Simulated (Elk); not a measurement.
# A self-consistent single point of BaSnO3 (Pm-3m, 5 atoms in the cell) with Elk

Level of theory: PBE, all-electron FP-LAPW, Elk's shipped species files, APW+lo basis with extra local orbitals in Elk.

The input file:

```
tasks
  0

xctype
  20

tforce
  .true.

rgkmax
  8.0

gmaxvr
  18.0

lmaxapw
  10

lmaxo
  8

nxlo
  2

lorbcnd
  .true.

lradstp
  2

nrmtscf
  2.0

rmtscf
  0.83

lmaxi
  4

swidth
  0.00183747

maxscl
  100

avec
    7.8276745760    0.0000000000    0.0000000000
    0.0000000000    7.8276745760    0.0000000000
    0.0000000000    0.0000000000    7.8276745760

atoms
  3
  'Ba.in'
  1
  0.5000000000  0.5000000000  0.5000000000    0.0 0.0 0.0
  'Sn.in'
  1
  0.0000000000  0.0000000000  0.0000000000    0.0 0.0 0.0
  'O.in'
  3
  0.0000000000  0.5000000000  0.0000000000    0.0 0.0 0.0
  0.5000000000  0.0000000000  0.0000000000    0.0 0.0 0.0
  0.0000000000  0.0000000000  0.5000000000    0.0 0.0 0.0

ngridk
  4 4 4
```

Log, with long lists cut:

```
│ Elk code version 10.2.4 │

All units are atomic (Hartree, Bohr, etc.)

│ Ground-state run starting from atomic densities │

Lattice vectors :
   7.827674576       0.000000000       0.000000000
   0.000000000       7.827674576       0.000000000
   0.000000000       0.000000000       7.827674576

Unit cell volume      :    479.6211064
Brillouin zone volume :   0.5171795196

Muffin-tin inner radius fraction :   0.1000000000E-01

Nuclei treated as point charges

Species :    1 (Ba)
 parameters loaded from : Ba.in
 name : barium
 nuclear charge    :   -56.00000000
 electronic charge :    56.00000000
 atomic mass :    250331.8069
 muffin-tin radius :    2.324000000
 number of radial points in muffin-tin :   1399
 atomic positions (lattice), magnetic fields (Cartesian) :
   1 :   0.00000000  0.00000000  0.00000000    0.00000000  0.00000000  0.00000000

Species :    2 (Sn)
 parameters loaded from : Sn.in
 name : tin
 nuclear charge    :   -50.00000000
 electronic charge :    50.00000000
 atomic mass :    216395.0920
 muffin-tin radius :    2.158000000
 number of radial points in muffin-tin :   1199
 atomic positions (lattice), magnetic fields (Cartesian) :
   1 :   0.50000000  0.50000000  0.50000000    0.00000000  0.00000000  0.00000000

Species :    3 (O)
 parameters loaded from : O.in
 name : oxygen
 nuclear charge    :   -8.000000000
 electronic charge :    8.000000000
 atomic mass :    29165.12202
 muffin-tin radius :    1.494000000
 number of radial points in muffin-tin :    599
 atomic positions (lattice), magnetic fields (Cartesian) :
   1 :   0.50000000  0.00000000  0.50000000    0.00000000  0.00000000  0.00000000
   2 :   0.00000000  0.50000000  0.50000000    0.00000000  0.00000000  0.00000000
   3 :   0.50000000  0.50000000  0.00000000    0.00000000  0.00000000  0.00000000

Total number of atoms per unit cell :    5

Spin treatment :
 spin-unpolarised

Number of Bravais lattice symmetries :   48
   [... lines left out ...]
 potential will be trimmed for |G| > 2 gkmax
Constant for pseudocharge density :   10
Radial integration step length :    2

G-vector grid sizes :     45    45    45
Number of G-vectors :    47257

Maximum angular momentum used for
 APW functions                      :   10
 outer part of muffin-tin           :    8
 inner part of muffin-tin           :    4

Total nuclear charge    :   -130.0000000
Total core charge       :    72.00000000
Total valence charge    :    58.00000000
Total excess charge     :    0.000000000
Total electronic charge :    130.0000000

Effective Wigner radius, rₛ :   0.9585661935

Number of empty states         :   20
Total number of valence states :   49
Total number of core states    :   72

Conduction state local-orbitals added automatically
Total number of local-orbitals :  523

Exchange-correlation functional :     20     0     0
 Perdew-Burke-Ernzerhof, Phys. Rev. Lett. 77, 3865 (1996)
 gradient requirement :    1
 generalised gradient approximation (GGA)

Smearing type :    3
 Fermi-Dirac
Smearing width :   0.1837470000E-02
Effective electronic temperature (K) :    580.2271348

Mixing type :    3
 Broyden mixing, J. Phys. A: Math. Gen. 17, L317 (1984)

Kohn-Sham potential initialised from atomic data
│ Self-consistent loop started │
│ Loop number : 1 │
 total energy                :     -14553.3299446
│ Loop number : 2 │
 total energy                :     -14553.4243903
RMS change in Kohn-Sham potential (target) :   0.8439494179     (  0.1000000000E-05)
Absolute change in total energy (target)   :   0.9444568356E-01 (  0.1000000000E-03)
│ Loop number : 3 │
 total energy                :     -14553.0715764
RMS change in Kohn-Sham potential (target) :   0.8205966556     (  0.1000000000E-05)
Absolute change in total energy (target)   :   0.3292024424     (  0.1000000000E-03)
│ Loop number : 4 │
 total energy                :     -14548.5356253
RMS change in Kohn-Sham potential (target) :   0.3551085301     (  0.1000000000E-05)
Absolute change in total energy (target)   :    4.618251767     (  0.1000000000E-03)
│ Loop number : 5 │
 total energy                :     -14546.0052801
RMS change in Kohn-Sham potential (target) :   0.1117192966     (  0.1000000000E-05)
Absolute change in total energy (target)   :    3.684908147     (  0.1000000000E-03)
   [... lines left out ...]
Absolute change in total energy (target)   :   0.3200076644E-02 (  0.1000000000E-03)
│ Loop number : 14 │
 total energy                :     -14544.4704226
RMS change in Kohn-Sham potential (target) :   0.1123443059E-05 (  0.1000000000E-05)
Absolute change in total energy (target)   :   0.1011123079E-02 (  0.1000000000E-03)
│ Loop number : 15 │
 total energy                :     -14544.4703176
RMS change in Kohn-Sham potential (target) :   0.3235706670E-06 (  0.1000000000E-05)
Absolute change in total energy (target)   :   0.3578426094E-03 (  0.1000000000E-03)
│ Loop number : 16 │
 total energy                :     -14544.4702752
RMS change in Kohn-Sham potential (target) :   0.3289646526E-07 (  0.1000000000E-05)
Absolute change in total energy (target)   :   0.1318719314E-03 (  0.1000000000E-03)
│ Loop number : 17 │
 total energy                :     -14544.4702724
RMS change in Kohn-Sham potential (target) :   0.1953649706E-07 (  0.1000000000E-05)
Absolute change in total energy (target)   :   0.3576379459E-04 (  0.1000000000E-03)
Convergence targets achieved

│ Loop number : 18 │

Energies :
 Fermi                       :     0.315677960947
 sum of eigenvalues          :     -8833.70493832
 electron kinetic            :      15418.7416015
 core electron kinetic       :      14866.2540257
 Coulomb                     :     -29573.5325855
 Coulomb potential           :     -23744.2583028
 nuclear-nuclear             :     -1292.73182688
 electron-nuclear            :     -32817.3432144
 Hartree                     :      4536.54245582
 Madelung                    :     -17701.4034341
 xc potential                :     -508.188236994
 exchange                    :     -383.076953541
 correlation                 :     -6.60233271679
 electron entropic           :    -0.129601577223E-05
 total energy                :     -14544.4702716

Density of states at Fermi energy :   0.4310511802E-01
 (states/Hartree/unit cell)

Estimated indirect band gap :   0.2836333291E-01
 from k-point     10 to k-point      1
Estimated direct band gap   :   0.4624586975E-01
 at k-point      1

Charges :
 core                        :    72.00000000
 valence                     :    58.00000000
 interstitial                :    10.03154359
 muffin-tins (core leakage)
  species :    1 (Ba)
   atom    1                 :    52.54768695     (  0.1516372192E-03)
  species :    2 (Sn)
   atom    1                 :    46.92217868     (  0.9169146943E-03)
  species :    3 (O)
   atom    1                 :    6.832863592     (  0.4070239024E-06)
   atom    2                 :    6.832863592     (  0.4070239024E-06)
   atom    3                 :    6.832863592     (  0.4070239024E-06)
 total in muffin-tins        :    119.9684564
 total calculated charge     :    129.9987885
 total charge                :    130.0000000
 error                       :   0.1211525832E-02

│ Self-consistent loop stopped │

Forces :
 species :    1 (Ba)
  atom :    1
   Hellmann-Feynman          :    -0.00000000    0.00000000    0.00000000
   IBS                       :     0.00000000    0.00000000    0.00000000
   total force               :    -0.00000000    0.00000000    0.00000000
   total magnitude           :     0.00000000
 species :    2 (Sn)
  atom :    1
   Hellmann-Feynman          :    -0.00000000    0.00000000    0.00000000
   IBS                       :     0.00000000   -0.00000000    0.00000000
   total force               :    -0.00000000   -0.00000000    0.00000000
   total magnitude           :     0.00000000
 species :    3 (O)
  atom :    1
   Hellmann-Feynman          :    -0.00000000   -0.00000000    0.00000000
   IBS                       :     0.00000000    0.00000000    0.00000000
   total force               :     0.00000000   -0.00000000    0.00000000
   total magnitude           :     0.00000000
  atom :    2
   Hellmann-Feynman          :     0.00000000   -0.00000000    0.00000000
   IBS                       :    -0.00000000    0.00000000    0.00000000
   total force               :     0.00000000    0.00000000    0.00000000
   total magnitude           :     0.00000000
  atom :    3
   Hellmann-Feynman          :    -0.00000000   -0.00000000    0.00000000
   IBS                       :     0.00000000    0.00000000    0.00000000
   total force               :     0.00000000   -0.00000000    0.00000000
   total magnitude           :     0.00000000
```

The run converged in 18 iterations. The count includes the last loop, which Elk runs after its targets are met.

The starting cell comes from a database of computed structures (which also holds hypothetical and non-ambient phases and stackings), without a prior relaxation at this level. Its lattice was rescaled by a random factor within 2.5 % of one. Values depend on the basis (sphere radii, cutoffs, local orbitals), which need not be converged.

Cost on one core of a shared machine: roughly 4 min.
